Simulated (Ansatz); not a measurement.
## CdO (Monteponite): equation of state with PBEsol

The system is CdO (Monteponite).

```
CELL_PARAMETERS angstrom
0.00000 2.34950 2.34950
2.34950 0.00000 2.34950
2.34950 2.34950 0.00000
ATOMIC_POSITIONS crystal
Cd 0.00000 0.00000 0.00000
O 0.50000 0.50000 0.50000
```

```json
{
 "Program": "Ansatz 0.2.0",
 "Task": "equation of state",
 "Functional": "PBEsol",
 "Potentials or basis": "all-electron LAPW, scalar-relativistic",
 "Basis error allowed": "0.0005 eV/atom",
 "k mesh": "10 × 10 × 10",
 "Occupations": "fermi-dirac, width 0.05 eV",
 "Spin": "no spin polarisation"
}
```

The equilibrium volume is 12.90 Å³/atom. The bulk modulus is 145 GPa and the pressure derivative of the bulk modulus is 4.8.

Energy against volume, from the lowest point:
```tsv
volume (Å³/atom)	energy (meV/atom)
12.191	19.46
12.451	7.40
12.710	1.12
12.970	0.00
13.229	3.47
13.488	11.02
13.748	22.21
```

All runs of the series together: 82 s on 1 thread of Arm Neoverse V1, on a shared host.
